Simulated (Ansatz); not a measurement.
A run of Ansatz 0.2.0:

input.yaml

```yaml
crystal:
  lattice:
    - [-1.5765401831, 1.5765401831, 2.7119384313]
    - [1.5765401831, -1.5765401831, 2.7119384313]
    - [1.5765401831, 1.5765401831, -2.7119384313]
  atoms:
    - { symbol: Sb, position: [0.0, 0.0, 0.0] }
kpoints:
  mp_grid: { grid: [12, 12, 12] }
  band_path:
    path:
      - [0.0, 0.0, 0.0]
      - [0.0, 0.0, 0.5]
      - [-0.1689742169, 0.1689742169, 0.5]
      - [-0.3344871084, 0.3344871084, 0.3344871084]
      - [0.0, 0.0, 0.0]
      - [0.5, 0.5, -0.5]
      - [0.3344871084, 0.6655128916, -0.3344871084]
      - [0.0, 0.5, 0.0]
    npoints: 10
scf:
  occupations: { method: fermi_dirac, width: 0.05 }
hamiltonian:
  xc: pbesol
  pseudopotentials: { kind: all_electron, lapw: { basis_error: 0.001 } }
output:
  forces: true
  stress: true
  eigenvalues: true
```

Potentials or basis: all-electron LAPW, scalar-relativistic.

Run with:

```bash
$ ansatz run input.yaml --threads 1 --pin off --max-ram 3072MiB --backend cpu --events-out ev --progress --plain --runs-dir out
```

Hardware: 1 thread of AMD EPYC 7R43 64-Core Processor (Zen 3), on a shared host.

Q: Estimate the wall time of this run.

A: It took 15 s on 1 thread of AMD EPYC 7R43 64-Core Processor (Zen 3) (shared host), peak memory 0.35 GiB. Counts: scf iterations 7, plane waves 155, k points 163, bands 16.
